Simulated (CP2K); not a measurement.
Runs of CP2K 2026.2 on Au. It takes space group Cmcm (No. 63, orthorhombic). The conventional cell has a = 2.823 Å, b = 5.112 Å, c = 4.893 Å, α = 90.00°, β = 90.00°, γ = 90.00°. Au (site symmetry m2m) has 12 Au at 2.82 to 2.97 Å as nearest neighbours. This isn't the form of Au at room conditions, which is fcc.

```csv
task,level,potentials or basis,cell,k mesh,smearing,EPS_DEFAULT,k points reduced by the point group,potentials,EXTRAPOLATION,optimiser,gap on the mesh (eV),pressure (GPa),relaxed volume (Å³/atom),largest force (eV/Å)
single point,PBE,POTENTIAL_UZH Au GTH-PBE-q11; TZVP-MOLOPT-PBE-GTH basis,"atoms moved at random, drawn with an rms of 0.05 Å",11 × 11 × 6,fermi-dirac 0.05 eV,1.0E-10,yes,Au GTH-PBE-q11 of POTENTIAL_UZH,-,-,none,7.9,-,0.37
relaxation of cell and atoms,PBEsol,POTENTIAL_UZH Au GTH-PBE-q11; TZVP-MOLOPT-PBE-GTH basis,relaxed,8 × 8 × 4,fermi-dirac 0.0259 eV,1.0E-10,-,Au GTH-PBE-q11 of POTENTIAL_UZH,USE_PREV_P,BFGS,none,0.0,17.73,-
single point,PBE,POTENTIAL_UZH Au GTH-PBE-q11; TZVP-MOLOPT-PBE-GTH basis,as given,11 × 11 × 6,fermi-dirac 0.05 eV,1.0E-10,yes,Au GTH-PBE-q11 of POTENTIAL_UZH,-,-,none,(a),-,0.04
relaxation of cell and atoms,LDA,GTH_POTENTIALS Au GTH-PADE-q11; TZVP-MOLOPT-PBE-GTH basis,relaxed,8 × 8 × 4,fermi-dirac 0.0259 eV,1.0E-9,-,Au GTH-PADE-q11 of GTH_POTENTIALS,USE_PREV_P,BFGS,none,0.0,17.14,-
```

Alike in all rows: no spin polarisation.

Task: Estimate the missing entries.

Result: (a) 7.6.

Caveats: with these potentials and basis sets, volumes of gold and of layered tellurides can stand 1.5 % and more from those of plane-wave programs; the basis of atomic orbitals isn't converged, which shifts pressures, moduli and gaps; the potentials were made for another functional, which shifts forces and pressure (some runs).

A k mesh can miss the band edges, and the runs leave out spin-orbit coupling on Au.

A gap of «none» marks a metal or a gap under the smearing width.
